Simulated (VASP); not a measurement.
Runs of VASP 6.6.1 on KF. It takes space group I4mm (No. 107, tetragonal). Conventional cell: a = 3.781 Å, b = 3.781 Å, c = 5.347 Å, α = 90.00°, β = 90.00°, γ = 90.00°. K (site symmetry 4mm) has 6 F at 2.62 to 2.72 Å as nearest neighbours. Around F (site symmetry 4mm) lie 6 K at 2.62 to 2.72 Å. 

```tsv
cell	gap on the mesh (eV)	pressure (GPa)	largest force (eV/Å)
all K atoms moved +0.050 Å, as atom 1 along Cartesian [1 0 0]	5.78	-3.4	(b)
all K atoms moved +0.075 Å, as atom 1 along Cartesian [1 0 0]	5.78	-3.4	0.10
all K atoms moved +0.175 Å, as atom 1 along Cartesian [1 0 0]	5.79	(a)	0.26
all K atoms moved -0.200 Å, as atom 1 along Cartesian [1 0 0]	5.79	-2.8	0.31
```

Alike in all rows: task single point; level LDA; potentials or basis VASP PAW LDA potentials, release 64 (K_sv, F); no spin polarisation; k mesh 8 × 8 × 8; cutoff (eV) 520; smearing gaussian 0.05 eV.

**Question.** Estimate the missing entries.

**Answer.** (a) -3.0; (b) 0.06.

A k mesh can miss the band edges.
